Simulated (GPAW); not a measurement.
CuI (Marshite):

```
I Cu
1.0
     0.00000    3.03150    3.03150
     3.03150    0.00000    3.03150
     3.03150    3.03150    0.00000
I Cu
1 1
Direct
  0.00000 0.00000 0.00000
  0.75000 0.75000 0.75000
```

```yaml
Program: GPAW 26.7.0
Task: relaxation of cell and atoms
Functional: PBEsol
Dispersion: D3(BJ)
Potentials_or_basis: PAW data sets generated in the run's folder for this functional
Cutoff: 600 eV
Basis: pw
k_mesh: 8 × 8 × 8
Occupations: fermi-dirac, width 0.05 eV
Spin: no spin polarisation
```

At the start: pressure -3.7 GPa; volume 27.86 Å³/atom.

Q: Where does the relaxation end?

A: Over 4 steps the energy falls by 27.9 meV/atom and the volume is 25.64 Å³/atom (-8.0 %); space group F-43m (No. 216, to 0.05 Å).

Step by step:
```
step  energy change (eV)  largest force (eV/Å)  pressure (GPa)  volume (Å³)
   1              0.0000                0.0000           -3.74        55.72
   2             -0.0165                0.0000           -3.24        54.95
   3             -0.0545                0.0000            0.61        50.67
   4             -0.0557                0.0000           -0.07        51.28
```

Final structure:
```
CELL_PARAMETERS angstrom
0.00000 2.94869 2.94869
2.94869 0.00000 2.94869
2.94869 2.94869 0.00000
ATOMIC_POSITIONS crystal
I 0.00000 0.00000 0.00000
Cu 0.75000 0.75000 0.75000
```

Caveat: with this Cu data set, volumes or pressures lay over 1.5 % or 2 GPa off other programs in two to four cells of ten; later steps reuse the first step's grids.
